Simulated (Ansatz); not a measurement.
# AlN (P6_3mc) in Ansatz: convergence with k mesh

Aim: find how far k mesh must go before the results for AlN settle, at PBE. This setting moves, with any that are tied to it; all else stays.

All numbers are computed with Ansatz 0.2.0; they aren't measurements. Logs are shortened: lines on timing, memory, paths and dates and some standing lists are left out, and cuts for length are marked.

## (1) Starting point

It takes space group P6_3mc (No. 186, hexagonal). The conventional cell has a = 3.113 Å, b = 3.113 Å, c = 4.981 Å, α = 90.00°, β = 90.00°, γ = 120.00°. Around Al (site symmetry 3m) lie 4 N at 1.89 Å. N (site symmetry 3m) has 4 Al at 1.89 Å as nearest neighbours.

## (2) With k mesh 3 × 3 × 2

input.yaml reads:

```yaml
crystal:
  lattice:
    - [3.113, 0.0, 0.0]
    - [-1.5565, 2.695937082, 0.0]
    - [0.0, 0.0, 4.981]
  atoms:
    - { symbol: Al, position: [0.6666666667, 0.3333333333, 0.5] }
    - { symbol: Al, position: [0.3333333333, 0.6666666667, 0.0] }
    - { symbol: "N", position: [0.6666666667, 0.3333333333, 0.88] }
    - { symbol: "N", position: [0.3333333333, 0.6666666667, 0.38] }
hamiltonian:
  xc: pbe
  pseudopotentials: { kind: nc, accuracy: standard }
kpoints:
  mp_grid: { grid: [3, 3, 2] }
scf:
  occupations: { method: gaussian, width: 0.05 }
output:
  forces: true
  stress: true
  eigenvalues: true
```

Potentials or basis: PseudoDojo standard (PBE files).

Command:

```sh
ansatz run input.yaml --threads 2 --pin off --max-ram 5632MiB --backend cpu --events-out ev --progress --plain --runs-dir out
```

Wall time 2.7 s (2 threads of Intel Xeon at 2.50GHz (Skylake/Cascade Lake), shared host); peak memory 0.31 GiB.

Results:

* Free energy: -696.1128 eV
* Pressure: 3.4 GPa
* Largest force: 0.200 eV/Å
* Band gap on the k mesh: 4.20 eV, direct

## (3) With k mesh 4 × 4 × 2

Changes to input.yaml since step 2:

```diff
@@ -14,3 +14,3 @@
 kpoints:
-  mp_grid: { grid: [3, 3, 2] }
+  mp_grid: { grid: [4, 4, 2] }
 scf:
```

Potentials or basis: PseudoDojo standard (PBE files).

Command:

```sh
ansatz run input.yaml --threads 2 --pin off --max-ram 5632MiB --backend cpu --events-out ev --progress --plain --runs-dir out
```

Wall time 2.3 s (2 threads of Intel Xeon at 2.50GHz (Skylake/Cascade Lake), shared host); peak memory 0.32 GiB.

What came out:

```
Free energy            : -696.2657 eV
Pressure               : 3.3 GPa
Largest force          : 0.148 eV/Å
Band gap on the k mesh : 4.22 eV, direct
```

## (4) With k mesh 5 × 5 × 3

Changes to input.yaml since step 3:

```diff
@@ -14,3 +14,3 @@
 kpoints:
-  mp_grid: { grid: [4, 4, 2] }
+  mp_grid: { grid: [5, 5, 3] }
 scf:
```

Command:

```sh
ansatz run input.yaml --threads 2 --pin off --max-ram 5632MiB --backend cpu --events-out ev --progress --plain --runs-dir out
```

Wall time 2.6 s (2 threads of Intel Xeon at 2.50GHz (Skylake/Cascade Lake), shared host); peak memory 0.32 GiB.

What came out:

| Quantity | Value |
| --- | --- |
| Free energy | -696.2894 eV |
| Pressure | 3.4 GPa |
| Largest force | 0.134 eV/Å |
| Band gap on the k mesh | 4.22 eV, direct |

## (5) With k mesh 6 × 6 × 3

Changes to input.yaml since step 4:

```diff
@@ -14,3 +14,3 @@
 kpoints:
-  mp_grid: { grid: [5, 5, 3] }
+  mp_grid: { grid: [6, 6, 3] }
 scf:
```

Command:

```sh
ansatz run input.yaml --threads 2 --pin off --max-ram 5632MiB --backend cpu --events-out ev --progress --plain --runs-dir out
```

It took 3.4 s on 2 threads of Intel Xeon at 2.50GHz (Skylake/Cascade Lake), shared host; peak memory 0.33 GiB.

Results:

* Free energy: -696.2943 eV
* Pressure: 3.4 GPa
* Largest force: 0.130 eV/Å
* Band gap on the k mesh: 4.22 eV, direct

## (6) With k mesh 7 × 7 × 4

Changes to input.yaml since step 5:

```diff
@@ -14,3 +14,3 @@
 kpoints:
-  mp_grid: { grid: [6, 6, 3] }
+  mp_grid: { grid: [7, 7, 4] }
 scf:
```

Potentials or basis: PseudoDojo standard (PBE files).

Command:

```sh
ansatz run input.yaml --threads 2 --pin off --max-ram 5632MiB --backend cpu --events-out ev --progress --plain --runs-dir out
```

It took 5 s on 2 threads of Intel Xeon at 2.50GHz (Skylake/Cascade Lake), shared host; peak memory 0.34 GiB.

It converged, with:

```yaml
Free_energy: -696.2970 eV
Pressure: 3.4 GPa
Largest_force: 0.131 eV/Å
Band_gap_on_the_k_mesh: 4.22 eV, direct
```

## (7) With k mesh 9 × 9 × 5

Changes to input.yaml since step 6:

```diff
@@ -14,3 +14,3 @@
 kpoints:
-  mp_grid: { grid: [7, 7, 4] }
+  mp_grid: { grid: [9, 9, 5] }
 scf:
```

Command:

```sh
ansatz run input.yaml --threads 2 --pin off --max-ram 5632MiB --backend cpu --events-out ev --progress --plain --runs-dir out
```

Run time: 6.3 s. Hardware: 2 threads of Intel Xeon at 2.50GHz (Skylake/Cascade Lake), shared host; peak memory 0.35 GiB.

The run converged. Its results:

| Property | Result |
| --- | --- |
| Free energy | -696.2973 eV |
| Pressure | 3.4 GPa |
| Largest force | 0.131 eV/Å |
| Band gap on the k mesh | 4.22 eV, direct |

## (8) With k mesh 11 × 11 × 6

Changes to input.yaml since step 7:

```diff
@@ -14,3 +14,3 @@
 kpoints:
-  mp_grid: { grid: [9, 9, 5] }
+  mp_grid: { grid: [11, 11, 6] }
 scf:
```

Command:

```sh
ansatz run input.yaml --threads 2 --pin off --max-ram 5632MiB --backend cpu --events-out ev --progress --plain --runs-dir out
```

Run time: 11 s. Hardware: 2 threads of Intel Xeon at 2.50GHz (Skylake/Cascade Lake), shared host; peak memory 0.39 GiB.

It converged, with:

```yaml
Free_energy: -696.2973 eV
Pressure: 3.4 GPa
Largest_force: 0.131 eV/Å
Band_gap_on_the_k_mesh: 4.22 eV, direct
```

## (9) With k mesh 13 × 13 × 8

Changes to input.yaml since step 8:

```diff
@@ -14,3 +14,3 @@
 kpoints:
-  mp_grid: { grid: [11, 11, 6] }
+  mp_grid: { grid: [13, 13, 8] }
 scf:
```

Potentials or basis: PseudoDojo standard (PBE files).

Command:

```sh
ansatz run input.yaml --threads 2 --pin off --max-ram 5632MiB --backend cpu --events-out ev --progress --plain --runs-dir out
```

It took 17 s on 2 threads of Intel Xeon at 2.50GHz (Skylake/Cascade Lake), shared host; peak memory 0.45 GiB.

It converged, with:

```
Free energy            : -696.2973 eV
Pressure               : 3.4 GPa
Largest force          : 0.131 eV/Å
Band gap on the k mesh : 4.22 eV, direct
```

## (10) With k mesh 16 × 16 × 9

Changes to input.yaml since step 9:

```diff
@@ -14,3 +14,3 @@
 kpoints:
-  mp_grid: { grid: [13, 13, 8] }
+  mp_grid: { grid: [16, 16, 9] }
 scf:
```

Potentials or basis: PseudoDojo standard (PBE files).

Command:

```sh
ansatz run input.yaml --threads 2 --pin off --max-ram 5632MiB --backend cpu --events-out ev --progress --plain --runs-dir out
```

What it wrote:

```text
Warning: RAYON_NUM_THREADS=2 ignored (pool sized by the plan → 2); use --threads N
Engine: ansatz 0.2.0, x86_64-unknown-linux-gnu
Pseudopotentials: kind: nc
Pseudopotential: Al, nc, valence charge 3, recommended cutoff 544.227725 eV (normal), Al.nc.azcp (PseudoDojo's, or run here from an input of PseudoDojo's; its table is named by hamiltonian.pseudopotentials.accuracy)
Pseudopotential: N, nc, valence charge 5, recommended cutoff 1142.878222 eV (normal), N.nc.azcp (PseudoDojo's, or run here from an input of PseudoDojo's; its table is named by hamiltonian.pseudopotentials.accuracy)
Functional definition: PBE
  parameter kappa = 0.804
  parameter beta = 0.06672455060314922
  exchange = pbe_x(kappa = kappa, mu = beta*pi^2/3)
  correlation = pbe_c(beta = beta)
Crystal: 4 atoms, lattice volume = 41.803 Å³
Basis set: ecut = 1142.878222 eV, 3693 PW (Γ), exchange–correlation on 72×72×120 points (8 copies of the dense FFT grid, shifted against one another)
Bands: 12, of which v1, the nominal top of the filled ones, is band 8 counted from 1 (7 counted from 0)
Symmetry: 12 space group operations
Space group: P63mc (ITA 186), of the structure as read, at distance tolerance 3.5e-5 Å
k-points: 150 of 2304 (time reversal used)
Non-local potential: Al, projectors of the file, l = 0: 2, l = 1: 2, l = 2: 2
Non-local potential: N, projectors of the file, l = 0: 2, l = 1: 2
Initial density: superposition of atomic densities (chi_scale 0.1, normalization cell, long waves kept (reshape's long-wave potential 0.00 eV rms))
Initial wavefunctions: pseudopotential atomic-orbital guess
Functional: x = pbe(κ = 0.804, μ = 0.2195149727645171), c = pbe(β = 0.06672455060314922)
SCF iter   1: F=—  HF=-699.244968 eV  |F-HF|=—  |Δ(HF+E_count)|=         —  Δρ=1.44e-1  dr2=1.02e1  ethr=3.10e-3  ⟨swp⟩=6.4  Hψ=12761  notcnv=0
preconditioner: auto → none  [insulator: Δε(μ)=5.493 eV  Ē_g=14.293 eV  σ=0.050 eV  W_gap=1.00  n_scr=2 (ndim 8)  ℏωp=23.0 eV  f_vac=0.000  D(μ)=0.00/eV (n_scr^D=0)  ε∞_Penn≈3.6]
SCF iter   2: F=—  HF=-696.632943 eV  |F-HF|=—  |Δ(HF+E_count)|=    2.61e0  Δρ=7.30e-2  dr2=1.31e0  ethr=3.10e-3  ⟨swp⟩=5.2  Hψ=7012  notcnv=0
SCF iter   3: F=—  HF=-696.293987 eV  |F-HF|=—  |Δ(HF+E_count)|=   3.39e-1  Δρ=2.17e-2  dr2=9.88e-2  ethr=3.10e-3  ⟨swp⟩=2.4  Hψ=4609  notcnv=0
SCF iter   4: F=—  HF=-696.297423 eV  |F-HF|=—  |Δ(HF+E_count)|=   3.44e-3  Δρ=1.42e-3  dr2=3.86e-4  ethr=6.18e-4  ⟨swp⟩=2.0  Hψ=2472  notcnv=0
SCF iter   5: F=—  HF=-696.297296 eV  |F-HF|=—  |Δ(HF+E_count)|=   1.27e-4  Δρ=1.56e-4  dr2=2.95e-6  ethr=2.41e-6  ⟨swp⟩=2.0  Hψ=2996  notcnv=0
SCF iter   6: F=—  HF=-696.297282 eV  |F-HF|=—  |Δ(HF+E_count)|=   1.33e-5  Δρ=1.20e-5  dr2=3.57e-8  ethr=6.25e-10  ⟨swp⟩=7.1  Hψ=11117  notcnv=0
SCF iter   7: F=-696.297282 eV  HF=-696.297282 eV  |F-HF|=1.04e-9  |Δ(HF+E_count)|=   8.41e-9  Δρ=2.72e-6  dr2=1.95e-9  ethr=2.23e-10  ⟨swp⟩=2.7  Hψ=6600  notcnv=0
SCF 1 converged in 7 iterations: F = -696.297282 eV  dr2 = 1.95e-9
SCF converged after 7 iterations
Free energy (F): -696.297282 eV
Harris-Foulkes:  -696.297282 eV  (|F-HF|=1.04e-9)
Internal energy: -696.297282 eV  (E = F + TS)
E sigma→0 (E₀):  -696.297282 eV
Fermi energy:    9.216695 eV
--- Per-component energies (eV) ---
  E_band       = 30.137744
  E_kinetic    = 445.634361
  E_local      = -437.285190  (includes V_loc(G=0)·N_el)
  E_nonlocal   = -36.535857
  E_hartree    = 154.804478
  E_xc         = -231.251804
  E_vxc        = -251.283781  (∫ρ·V_xc dr)
  E_ewald      = -591.663270
  E_smearing   = -0.000000  (= −TS)
  E_closure    = 0.000000  (closes the sum)
  Σ components = -696.297282   (vs F -696.297282, Δ=0.00e0)
--- Forces (eV/Å), atoms counted from 1 ---
  atom   1  Al    -0.00000000     0.00000000    -0.13049229
  atom   2  Al     0.00000000    -0.00000000    -0.13049229
  atom   3  N      0.00000000    -0.00000000     0.13051027
  atom   4  N     -0.00000000     0.00000000     0.13051027
  max |Σ_I F_I| component: 3.60e-5 eV/Å
--- Stress (GPa, compression-positive) ---
        2.824542       0.000000      -0.000000
        0.000000       2.824542       0.000000
       -0.000000       0.000000       4.467321
  P = ⅓ Tr σ = 3.3721 GPa (33.721 kbar)
--- Band table (eV; the first three rows and the last of 150) ---
  k-point 0: bands = ["-8.0386", "-5.8878", "1.1321", "6.2750", "6.2750", "6.9262", "6.9262", "7.1063", "11.3271", "13.7823", "17.6975", "18.2975"]
  k-point 1: bands = ["-7.9911", "-5.9837", "1.3006", "6.2936", "6.2936", "6.8230", "6.9055", "6.9055", "11.5624", "13.8140", "17.6165", "18.2785"]
  k-point 2: bands = ["-7.8506", "-6.2406", "1.7734", "6.1224", "6.3473", "6.3473", "6.8462", "6.8462", "12.1174", "13.8826", "17.4244", "18.2609"]
  k-point 149: bands = ["-5.5292", "-5.4937", "2.2649", "2.2813", "3.1943", "3.5591", "6.2326", "6.3175", "14.1237", "14.5623", "15.2273", "15.2464"]
```

Wall time 25 s (2 threads of Intel Xeon at 2.50GHz (Skylake/Cascade Lake), shared host); peak memory 0.51 GiB.

What came out:

```
Free energy            : -696.2973 eV
Pressure               : 3.4 GPa
Largest force          : 0.131 eV/Å
Band gap on the k mesh : 4.22 eV, direct
```

## (11) The series at a glance

| k mesh | energy less the tightest run, at zero smearing (meV/atom) | pressure (GPa) | largest force (eV/Å) | gap on the mesh (eV) | SCF cycles | CPU time (s) | peak memory (GiB) |
| --- | --- | --- | --- | --- | --- | --- | --- |
| 3 × 3 × 2 | 46.13 | 3.44 | 0.200 | 4.203 | 7 | 2.9 | 0.31 |
| 4 × 4 × 2 | 7.91 | 3.32 | 0.148 | 4.217 | 7 | 3.1 | 0.32 |
| 5 × 5 × 3 | 1.97 | 3.36 | 0.134 | 4.219 | 7 | 3.9 | 0.32 |
| 6 × 6 × 3 | 0.75 | 3.37 | 0.130 | 4.220 | 7 | 4.9 | 0.33 |
| 7 × 7 × 4 | 0.07 | 3.37 | 0.131 | 4.221 | 7 | 8 | 0.34 |
| 9 × 9 × 5 | 0.01 | 3.37 | 0.131 | 4.221 | 7 | 11 | 0.35 |
| 11 × 11 × 6 | 0.00 | 3.37 | 0.131 | 4.221 | 7 | 20 | 0.39 |
| 13 × 13 × 8 | 0.00 | 3.37 | 0.131 | 4.221 | 7 | 32 | 0.45 |
| 16 × 16 × 9 | 0.00 | 3.37 | 0.131 | 4.221 | 7 | 46 | 0.51 |

Against the tightest run, the energy stays within 1 meV/atom from 6 × 6 × 3 on; the pressure stays within 0.1 GPa from 3 × 3 × 2 on; the largest force stays within 0.005 eV/Å from 5 × 5 × 3 on; the gap on the mesh stays within 0.01 eV from 4 × 4 × 2 on. Meshes of other sizes hit other points, so gaps and Fermi surfaces needn't settle smoothly. The tightest run that finished is the yardstick and may itself not be fully converged.

Caveats: odd divisions of the mesh miss points on the zone boundary, where band edges often lie, so the gap on the mesh can be too wide.
